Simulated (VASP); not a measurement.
# ZnSn2N2 (P-4m2) in VASP: a series of runs

Runs on ZnSn2N2. Level: PBE. Tasks: single point.

All numbers are computed with VASP 6.6.1; they aren't measurements. Logs are shortened: lines on timing, memory, paths and dates and some standing lists are left out, and cuts for length are marked.

### 1 The crystal as given

The structure is tetragonal, space group P-4m2 (No. 115). The conventional cell has a = 3.352 Å, b = 3.352 Å, c = 8.064 Å, α = 90.00°, β = 90.00°, γ = 90.00°. Sn (site symmetry 2mm) is surrounded by 2 N at 2.12 Å. Around Zn (site symmetry -4m2) lie 4 N at 2.05 Å. N (site symmetry 2mm) has 2 Zn at 2.05 Å and 2 Sn at 2.12 Å as nearest neighbours.

The cell comes from a database or a generator and needn't be the stable form of this composition.

### 2 Single point, PBE

INCAR

```
SYSTEM = ZnSn2N2
  ADDGRID = .False.
  ALGO = Normal
  EDIFF = 1E-7
  ENCUT = 350
  GGA = PE
  ISIF = 2
  ISMEAR = 0
  LASPH = .True.
  LCHARG = .False.
  LREAL = .False.
  LWAVE = .False.
  NELM = 100
  PREC = Accurate
  SIGMA = 0.05
```

KPOINTS

```
k-points
0
Gamma
  10 10 4
  0 0 0
```

POSCAR

```
ZnSn2N2
1.0
    3.3523260000      0.0000000000      0.0000000000
    0.0000000000      3.3523260000      0.0000000000
    0.0000000000      0.0000000000      8.0642090000
Sn Zn N
2 1 2
Direct
    0.5000000000      0.5000000000      0.3058270000
    0.5000000000      0.5000000000      0.6941730000
    0.0000000000      0.0000000000      0.0000000000
    0.0000000000      0.5000000000      0.8541900000
    0.5000000000      0.0000000000      0.1458100000
```

Potentials or basis: VASP PAW PBE potentials, release 64 (Sn_d, Zn, N).

Started as:

```console
cat potpaw_PBE.64/Sn_d/POTCAR potpaw_PBE.64/Zn/POTCAR potpaw_PBE.64/N/POTCAR > POTCAR
mpirun -np 1 vasp_std > vasp.out
```

OUTCAR:

```text
SYSTEM = ZnSn2N2
   EDIFF = 1E-7
   ENCUT = 350
   GGA = PE
   ISIF = 2
   ISMEAR = 0
   LASPH = .True.
   LREAL = .False.
   NELM = 100
   PREC = Accurate

 Found     63 irreducible k-points:

 Following reciprocal coordinates:
            Coordinates               Weight
  0.000000  0.000000  0.000000      1.000000
  0.100000  0.000000  0.000000      4.000000
  0.200000  0.000000  0.000000      4.000000
  0.300000  0.000000  0.000000      4.000000
  0.400000  0.000000  0.000000      4.000000
  0.500000  0.000000  0.000000      2.000000
   k-points           NKPTS =     63   k-points in BZ     NKDIM =     63   number of bands    NBANDS=     30
   number of dos      NEDOS =    301   number of ions     NIONS =      5
   total plane-waves  NPLWV =  20000
   dimension x,y,z NGX =    20 NGY =   20 NGZ =   50
   dimension x,y,z NGXF=    40 NGYF=   40 NGZF=  100
   ions per type =               2   1   2
   NGX,Y,Z   is equivalent  to a cutoff of   9.92,  9.92, 10.31 a.u.
   NGXF,Y,Z  is equivalent  to a cutoff of  19.84, 19.84, 20.62 a.u.
 SYSTEM =  ZnSn2N2
   PREC   = accura    normal or accurate (medium, high low for compatibility)
   ISTART =      0    job   : 0-new  1-cont  2-samecut
   ICHARG =      2    charge: 1-file 2-atom 10-const
   ISPIN  =      1    spin polarized calculation?
   LNONCOLLINEAR =      F non collinear calculations
   LSORBIT =      F    spin-orbit coupling
   LASPH  =      T    aspherical Exc in radial PAW
   ENCUT  =  350.0 eV  25.72 Ry    5.07 a.u.   5.11  5.11 12.30*2*pi/ulx,y,z
   NELM   =    100;   NELMIN=  2; NELMDL= -5     # of ELM steps
   EDIFF  = 0.1E-06   stopping-criterion for ELM
   LREAL  =      F    real-space projection
   EDIFFG = 0.1E-05   stopping-criterion for IOM
   NSW    =      0    number of steps for IOM
   IBRION =     -1    ionic relax: 0-MD 1-quasi-New 2-CG
   NFREE  =      0    steps in history (QN), initial steepest desc. (CG)
   ISIF   =      2    stress and relaxation
   ISYM   =      2    0-nonsym 1-usesym 2-fastsym
   POTIM  = 0.5000    time-step for ionic-motion
   TEBEG  =    0.0;   TEEND  =   0.0 temperature during run
   PSTRESS=    0.0 pullay stress
   NELECT =      50.0000    total number of electrons
   NUPDOWN=      -1.0000    fix difference up-down
   EMIN   =  10.00;   EMAX   =-10.00  energy-range for DOS
   EFERMI =   0.00;   METHOD = LEGACY
   ISMEAR =     0;   SIGMA  =   0.05  broadening in eV -4-tet -1-fermi 0-gaus
   EFERMI_NEDOS =   21; number of points for ismear=-14 and -15
   IALGO  =     38    algorithm
   IMIX   =      4    mixing-type and parameters
     AMIX     =   0.40;   BMIX     =  1.00
     AMIX_MAG =   1.60;   BMIX_MAG =  1.00
  volume/ion in A,a.u.               =      18.13       122.32
  Fermi-wavevector in a.u.,A,eV,Ry     =   1.342703  2.537341 24.529295  1.802852
  Thomas-Fermi vector in A             =   2.470836
   LORBIT       =      0    0 simple, 1 ext, 2 COOP (PROOUT), +10 PAW based schemes
   GGA     = PE    functional components
   LHFCALC =     F    Hartree Fock is set to
   AEXX    =    0.0000 exact exchange contribution
   IVDW    =     0    specifies the selected vdW correction
   LEPSILON=     F    determine dielectric tensor
   LRPA    =     F    only Hartree local field effects (RPA)
 non-spin polarized calculation
 Gauss-broadening in eV      SIGMA  =   0.05
  energy-cutoff  :      350.00
  volume of cell :       90.63
 maximum number of plane-waves:      1368
   NGX = 11   NGY = 11   NGZ = 25

 number of electron      50.0000074 magnetization

 Free energy of the ion-electron system (eV)
  ---------------------------------------------------
  ext. energy  EPLUGINS =         0.00000000
  ---------------------------------------------------
  free energy    TOTEN  =       -24.15940055 eV

  energy without entropy =      -24.15746173  energy(sigma->0) =      -24.15843114

 E-fermi :   5.3673     XC(G=0): -10.2230

 val. band max:        5.3269454766   @ k =   0.2000   0.1000   0.2500
 cond. band min:       5.3891794588   @ k =   0.3000   0.0000   0.5000
 fundamental gap:      0.0622339822
 Fermi energy:         5.3673001704

 k-point     1 :       0.0000    0.0000    0.0000
  band No.  band energies     occupation
      1     -16.0318      2.00000
      2     -16.0304      2.00000
      3     -15.8920      2.00000
      4     -15.8276      2.00000
      5     -15.8276      2.00000
      6     -15.7784      2.00000
      7     -15.7784      2.00000
      8     -15.7619      2.00000
      9     -15.7448      2.00000
     10     -15.7409      2.00000
     11      -9.8520      2.00000
     12      -9.2033      2.00000
     13      -2.9178      2.00000
     14      -1.7216      2.00000
     15      -0.7739      2.00000
     16      -0.7739      2.00000
     17      -0.4493      2.00000
     18      -0.1659      2.00000
     19       0.8500      2.00000
     20       2.1074      2.00000
     21       2.7984      2.00000
     22       2.7984      2.00000
     23       4.3634      2.00000
     24       4.3634      2.00000
     25       5.8125      0.00000
     26       6.1691      0.00000
     27       8.6939      0.00000
     28      11.0130      0.00000
     29      11.0130      0.00000
     30      11.6091      0.00000

 k-point     2 :       0.1000    0.0000    0.0000
  band No.  band energies     occupation
      1     -16.0207      2.00000
      2     -16.0202      2.00000
      3     -15.8885      2.00000
      4     -15.8377      2.00000
      5     -15.8271      2.00000
      6     -15.7852      2.00000
      7     -15.7779      2.00000
      8     -15.7556      2.00000
      9     -15.7495      2.00000
     10     -15.7453      2.00000
     11      -9.7770      2.00000
     12      -9.1489      2.00000
     13      -2.8262      2.00000
     14      -1.6956      2.00000
     15      -0.7814      2.00000
     16      -0.7664      2.00000
     17      -0.4370      2.00000
     18      -0.1877      2.00000
     19       0.7703      2.00000
     20       2.0213      2.00000
     21       2.5345      2.00000
     22       2.8576      2.00000
     23       4.0005      2.00000
     24       4.3836      2.00000
     25       5.7081      0.00000
     26       6.6361      0.00000
     27       8.9661      0.00000
     28       9.8696      0.00000
     29      11.0876      0.00000
     30      11.3403      0.00000

 k-point     3 :       0.2000    0.0000    0.0000
  band No.  band energies     occupation
      1     -15.9983      2.00000
      2     -15.9932      2.00000
      3     -15.8909      2.00000
      4     -15.8498      2.00000
      5     -15.8257      2.00000
      6     -15.8006      2.00000
      7     -15.7765      2.00000
      8     -15.7614      2.00000
      9     -15.7563      2.00000
     10     -15.7372      2.00000
     11      -9.5720      2.00000
     12      -8.9964      2.00000
     13      -2.5918      2.00000
     14      -1.6202      2.00000
     15      -0.7812      2.00000
     16      -0.7461      2.00000
     17      -0.4415      2.00000
     18      -0.2420      2.00000
     19       0.4133      2.00000
     20       1.6393      2.00000
     21       2.2902      2.00000
     22       3.0377      2.00000
     23       3.5554      2.00000
     24       4.4378      2.00000
     25       5.3167      1.84723
     26       7.4348      0.00000
     27       8.2827      0.00000
     28       9.6059      0.00000
     29      10.0146      0.00000
     30      11.2837      0.00000

 k-point     4 :       0.3000    0.0000    0.0000
  band No.  band energies     occupation
      1     -15.9849      2.00000
      2     -15.9628      2.00000
      3     -15.9170      2.00000
      4     -15.8324      2.00000
      5     -15.8240      2.00000
      6     -15.8163      2.00000
      7     -15.7780      2.00000
      8     -15.7734      2.00000
      9     -15.7699      2.00000
     10     -15.7082      2.00000
     11      -9.3002      2.00000
     12      -8.7812      2.00000
     13      -2.4104      2.00000
     14      -1.4536      2.00000
     15      -0.7211      2.00000
     16      -0.7181      2.00000
     17      -0.6059      2.00000
     18      -0.3055      2.00000
     19       0.0522      2.00000
     20       0.9515      2.00000
     21       2.3624      2.00000
     22       3.2641      2.00000
     23       3.4275      2.00000
     24       4.4947      2.00000
     25       4.6946      2.00000
     26       6.9230      0.00000
     27       8.2859      0.00000
     28       8.7500      0.00000
     29      10.4884      0.00000
     30      11.5076      0.00000

 k-point     5 :       0.4000    0.0000    0.0000
  band No.  band energies     occupation
      1     -15.9922      2.00000
      2     -15.9440      2.00000
      3     -15.9269      2.00000
      4     -15.8334      2.00000
      5     -15.8225      2.00000
      6     -15.8064      2.00000
      7     -15.7896      2.00000
      8     -15.7813      2.00000
      9     -15.7722      2.00000
     10     -15.6785      2.00000
     11      -9.0678      2.00000
     12      -8.5712      2.00000
     13      -2.5388      2.00000
     14      -1.1086      2.00000
     15      -0.8555      2.00000
     16      -0.7003      2.00000
     17      -0.4603      2.00000
     18      -0.3545      2.00000
     19      -0.0770      2.00000
     20       0.3186      2.00000
     21       2.2473      2.00000
     22       3.4184      2.00000
     23       3.4570      2.00000
     24       4.5102      2.00000
     25       4.5328      2.00000
     26       5.9099      0.00000
     27       7.6758      0.00000
     28       9.3539      0.00000
     29      11.2868      0.00000
     30      11.6817      0.00000

 k-point     6 :       0.5000    0.0000    0.0000
  band No.  band energies     occupation
      1     -15.9997      2.00000
      2     -15.9401      2.00000
      3     -15.9243      2.00000
      4     -15.8380      2.00000
      5     -15.8220      2.00000
      6     -15.7979      2.00000
      7     -15.7943      2.00000
      8     -15.7853      2.00000
      9     -15.7717      2.00000
     10     -15.6658      2.00000
     11      -8.9772      2.00000
     12      -8.4778      2.00000
     13      -2.6712      2.00000
     14      -0.9172      2.00000
     15      -0.7988      2.00000
     16      -0.6924      2.00000
     17      -0.4857      2.00000
     18      -0.3728      2.00000
     19      -0.0658      2.00000
     20       0.1142      2.00000
     21       1.9679      2.00000
     22       3.4870      2.00000
     23       3.5376      2.00000
     24       4.5457      2.00000
     25       4.9156      2.00000
     26       5.1378      2.00000
     27       7.3922      0.00000
     28       9.8581      0.00000
     29      11.3278      0.00000
     30      11.7078      0.00000

 [... further k-points ...]
[... 5 lines left out ...]
  --------------------------------------------------------------------------------------
  -------------------------------------------------------------------------------------
  Total       -2.7036279     -2.7036279     -2.8011054      0.0000000      0.0000000      0.0000000
  in kB      -47.7972865    -47.7972865    -49.5205848      0.0000000      0.0000000      0.0000000
  external PRESSURE =     -48.3717193 kB  Pullay stress =       0.0000000 kB

 VOLUME and BASIS-vectors are now :
 -----------------------------------------------------------------------------
  energy-cutoff  :      350.00
  volume of cell :       90.63
      direct lattice vectors                 reciprocal lattice vectors
     3.352326000  0.000000000  0.000000000     0.298300344  0.000000000  0.000000000
     0.000000000  3.352326000  0.000000000     0.000000000  0.298300344  0.000000000
     0.000000000  0.000000000  8.064209000     0.000000000  0.000000000  0.124004723

 POSITION                                       TOTAL-FORCE (eV/Angst)
 -----------------------------------------------------------------------------------
      1.67616      1.67616      2.46625         0.000000     -0.000000      0.043121
      1.67616      1.67616      5.59796         0.000000      0.000000     -0.043121
      0.00000      0.00000      0.00000        -0.000000     -0.000000     -0.000000
      0.00000      1.67616      6.88837         0.000000     -0.000000     -0.002206
      1.67616      0.00000      1.17584         0.000000     -0.000000      0.002206
 -----------------------------------------------------------------------------------
    total drift:                               -0.000000      0.000000      0.000000

  FREE ENERGIE OF THE ION-ELECTRON SYSTEM (eV)
  ---------------------------------------------------
  free  energy   TOTEN  =       -24.1594005483 eV

  energy  without entropy=      -24.1574617253  energy(sigma->0) =      -24.15843114
```

Run time: 46 s. Hardware: 1 thread of Intel Xeon 6975P-C (Granite Rapids), shared host; peak memory 0.21 GiB.

The run converged, but a check on its numbers failed (symmetry, net force, bounds or a known fault of this set-up), so they aren't taken as properties of the crystal.

Caveat: the cutoff lies under the usual one of these potentials, so the numbers hold a large basis-set error.

### 3 Single point, PBE

INCAR, as its differences from that of step 2:

```diff
@@ -4,6 +4,6 @@
   EDIFF = 1E-7
-  ENCUT = 350
+  ENCUT = 400
   GGA = PE
   ISIF = 2
-  ISMEAR = 0
+  ISMEAR = -5
   LASPH = .True.
```

KPOINTS is that of step 2.

POSCAR is that of step 2.

Potentials or basis: VASP PAW PBE potentials, release 64 (Sn_d, Zn, N).

Started as:

```console
cat potpaw_PBE.64/Sn_d/POTCAR potpaw_PBE.64/Zn/POTCAR potpaw_PBE.64/N/POTCAR > POTCAR
mpirun -np 1 vasp_std > vasp.out
```

OUTCAR:

```text
SYSTEM = ZnSn2N2
   EDIFF = 1E-7
   ENCUT = 400
   GGA = PE
   ISIF = 2
   ISMEAR = -5
   LASPH = .True.
   LREAL = .False.
   NELM = 100
   PREC = Accurate

 Found     63 irreducible k-points:

 Following reciprocal coordinates:
            Coordinates               Weight
  0.000000  0.000000  0.000000      1.000000
  0.100000  0.000000  0.000000      4.000000
  0.200000  0.000000  0.000000      4.000000
  0.300000  0.000000  0.000000      4.000000
  0.400000  0.000000  0.000000      4.000000
  0.500000  0.000000  0.000000      2.000000
   k-points           NKPTS =     63   k-points in BZ     NKDIM =     63   number of bands    NBANDS=     30
[... 279 lines left out ...]
  -------------------------------------------------------------------------------------
  Total       -1.0334484     -1.0334484     -1.1684351      0.0000000      0.0000000     -0.0000000
  in kB      -18.2702770    -18.2702770    -20.6566991      0.0000000      0.0000000     -0.0000000
  external PRESSURE =     -19.0657511 kB  Pullay stress =       0.0000000 kB

 VOLUME and BASIS-vectors are now :
 -----------------------------------------------------------------------------
  energy-cutoff  :      400.00
  volume of cell :       90.63
      direct lattice vectors                 reciprocal lattice vectors
     3.352326000  0.000000000  0.000000000     0.298300344  0.000000000  0.000000000
     0.000000000  3.352326000  0.000000000     0.000000000  0.298300344  0.000000000
     0.000000000  0.000000000  8.064209000     0.000000000  0.000000000  0.124004723

 POSITION                                       TOTAL-FORCE (eV/Angst)
 -----------------------------------------------------------------------------------
      1.67616      1.67616      2.46625         0.000000      0.000000      0.006321
      1.67616      1.67616      5.59796        -0.000000     -0.000000     -0.006321
      0.00000      0.00000      0.00000         0.000000      0.000000      0.000000
      0.00000      1.67616      6.88837         0.000000      0.000000      0.002443
      1.67616      0.00000      1.17584         0.000000      0.000000     -0.002443
 -----------------------------------------------------------------------------------
    total drift:                                0.000000     -0.000000     -0.000000

  FREE ENERGIE OF THE ION-ELECTRON SYSTEM (eV)
  ---------------------------------------------------
  free  energy   TOTEN  =       -24.1827491844 eV

  energy  without entropy=      -24.1827491844  energy(sigma->0) =      -24.18274918
```

OSZICAR:

```text
N       E                     dE             d eps       ncg     rms          rms(c)
DAV:   1     0.449611636748E+03    0.44961E+03   -0.21985E+04  3828   0.215E+03
DAV:   2     0.404236142616E+02   -0.40919E+03   -0.39722E+03  3902   0.520E+02
[... 12 lines left out ...]
DAV:  15    -0.241827622322E+02   -0.41939E-05   -0.51159E-06  4660   0.185E-02    0.645E-03
DAV:  16    -0.241827532105E+02    0.90217E-05   -0.13579E-06  4752   0.894E-03    0.217E-03
DAV:  17    -0.241827491453E+02    0.40652E-05   -0.89901E-07  4710   0.955E-03    0.935E-04
DAV:  18    -0.241827487697E+02    0.37556E-06   -0.12504E-07  2766   0.258E-03    0.881E-04
DAV:  19    -0.241827489839E+02   -0.21414E-06   -0.12257E-08  2226   0.131E-03    0.512E-04
DAV:  20    -0.241827491160E+02   -0.13219E-06   -0.23934E-08  2166   0.896E-04    0.180E-04
DAV:  21    -0.241827491844E+02   -0.68334E-07   -0.53120E-09  2082   0.642E-04
   1 F= -.24182749E+02 E0= -.24182749E+02  d E =0.000000E+00
```

Wall time 73 s (1 thread of Intel Xeon 6975P-C (Granite Rapids), shared host); peak memory 0.25 GiB.

These settings aren't checked as converged: the numbers below hold their error.

What came out:

```yaml
Free_energy: -24.1827 eV
Largest_force: 0.006 eV/Å
Band_gap_on_the_k_mesh: none (metal or under the smearing width)
```

Caveat: the cutoff is under 1.25 times the usual one of these potentials, so pressure, stress and relaxed cells hold a basis-set (Pulay) error; tetrahedron occupations give inexact forces and stress in metals.

[end of part 1 of 2]
